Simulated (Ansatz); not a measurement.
A nudged elastic band was laid between two geometries of C₂H₄O₂ (8 atoms, charge 0, multiplicity 1).

Level of theory: Ansatz, RKS BLYP-D4/def2-SVP.

| Property | Result |
| --- | --- |
| movable images | 5 |
| climbing image | yes |
| spring | 5.0 eV/Å² |
| optimiser | quadratic models (default) |
| start path | IDPP |
| force threshold | 0.05 eV/Å |
| iteration limit | 60 |
| end points | relaxed |

Initial state:

```xyz
8
Properties=species:S:1:pos:R:3
C -0.014 0.942 -0.242
C 0.299 -0.483 0.176
O 1.393 -0.918 0.485
O -0.829 -1.261 0.170
H -0.465 0.950 -1.255
H -0.762 1.383 0.447
H 0.911 1.543 -0.233
H -0.533 -2.156 0.453
```

Final state:

```xyz
8
Properties=species:S:1:pos:R:3
C -0.221 0.945 -0.064
C 0.121 -0.481 0.329
O 0.244 -0.904 1.463
O 0.282 -1.274 -0.776
H -1.169 0.961 -0.638
H -0.319 1.567 0.842
H 0.565 1.356 -0.727
H 0.497 -2.170 -0.429
```

Q: What changes between the two ends?

A: No bond is made or broken. The dihedral H7–C1–C2–O3 goes from 0 to 123°. The two ends are copies of one structure, up to a mirror image or an exchange of like atoms.

Q: Give the energies along the band, and the barrier.

A: It converged. The highest image is number 3 of 0 to 6, 0.3 kcal/mol above the ends, which have the same energy within 2 meV. A vibrational analysis at the climbing image gives one clearly imaginary mode, 78i cm⁻¹: a first-order saddle point.

```
image  path coordinate (Å)  energy (kcal/mol)  dihedral H7–C1–C2–O3 (°)
    0                 0.00                0.0                         0
    1                 0.45                0.1                        20
    2                 0.90                0.2                        40
    3                 1.35                0.3                        59
    4                 1.80                0.2                        79
    5                 2.25                0.1                       101
    6                 2.70                0.0                       123
```

Q: What is the geometry of the highest image?

A: 
```xyz
8
Properties=species:S:1:pos:R:3
C -0.126 0.954 -0.130
C 0.229 -0.468 0.272
O 0.976 -0.776 1.182
O -0.394 -1.394 -0.518
H -0.834 0.986 -0.976
H -0.559 1.476 0.746
H 0.805 1.492 -0.398
H -0.099 -2.270 -0.178
```

The band took 5 iterations and about 50 core-seconds.

Time of the run: 46 s on 1 thread of Arm Neoverse V2 (shared host), peak memory 0.13 GiB.
